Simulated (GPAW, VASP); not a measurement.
This is a calculation of TiC for VASP 6.6.1. The cell is a database's computed one, not the measured one.

INCAR

```
PREC = Accurate ; ENCUT = 520
EDIFF = 1E-6 ; ISMEAR = 0
SIGMA = 0.02 ; LREAL = False
LASPH = True ; NELM = 60
ALGO = Fast ; ISIF = 2
LWAVE = False ; LCHARG = False
GGA = PS ; NBANDS = 15
```

KPOINTS

```
regular mesh
0
Gamma
  11 11 11
```

File POSCAR:

```
TiC
1.0
    0.0000000000      2.1657188437      2.1657188437
    2.1657188437      0.0000000000      2.1657188437
    2.1657188437      2.1657188437      0.0000000000
Ti C
1 1
Direct
    0.0000000000      0.0000000000      0.0000000000
    0.5000000000      0.5000000000      0.5000000000
```

Potentials or basis: VASP PAW PBE potentials, release 64 (Ti_sv, C).

The run is started by

```bash
$ cat potpaw_PBE.64/Ti_sv/POTCAR potpaw_PBE.64/C/POTCAR > POTCAR
$ mpirun -np 1 vasp_std > vasp.out
```

Problem. Set up the same calculation for GPAW 26.7.0 (ASE script). Potentials or basis there: PAW data sets generated for this functional, cutoff 800 eV.

Solution. As run (cutoffs and basis follow the program's own potentials, and thresholds, step limits or extra output files can differ):

Contents of run.py:

```python
from ase import Atoms
from ase.dft.bandgap import bandgap
from ase.io import write
from ase.units import GPa
from gpaw import GPAW, PW, setup_paths

setup_paths.insert(0, '.')

atoms = Atoms(['Ti', 'C'],
              cell=[[0.0, 2.1657188437, 2.1657188437],
                    [2.1657188437, 0.0, 2.1657188437],
                    [2.1657188437, 2.1657188437, 0.0]],
              scaled_positions=[[0.0, 0.0, 0.0],
                                [0.5, 0.5, 0.5]],
              pbc=True)

calc = GPAW(mode=PW(800),
            xc='PBEsol',
            kpts={'size': (11, 11, 11), 'gamma': True},
            occupations={'name': 'methfessel-paxton', 'order': 0, 'width': 0.02},
            nbands=18,
            convergence={'density': 1e-05, 'energy': 1e-05},
            maxiter=150,
            txt='gpaw.txt')
atoms.calc = calc
energy = atoms.get_potential_energy()
forces = atoms.get_forces()
stress = atoms.get_stress()
calc.write('gs.gpw')
write('result.traj', atoms)
print(f'Energy: {energy:.6f} eV')
print('Forces (eV/A):')
print(forces.round(4))
print('Stress (GPa):', (stress / GPa).round(3))
print('Fermi level:', round(calc.get_fermi_level(), 4), 'eV')
print(f'Gap: {bandgap(calc)[0]:.4f} eV, direct: {bandgap(calc, direct=True)[0]:.4f} eV')
```

Potentials or basis: PAW data sets generated in the run's folder for this functional, pw.

Command:

```bash
$ gpaw-setup -f PBEsol C Ti
$ OMP_NUM_THREADS=1 python run.py
```

Both were run:

|  | VASP | GPAW |
| --- | --- | --- |
| Pressure | -6.4 GPa | -5.9 GPa |

VASP's potentials were made for PBE.

Pressure is positive in compression.
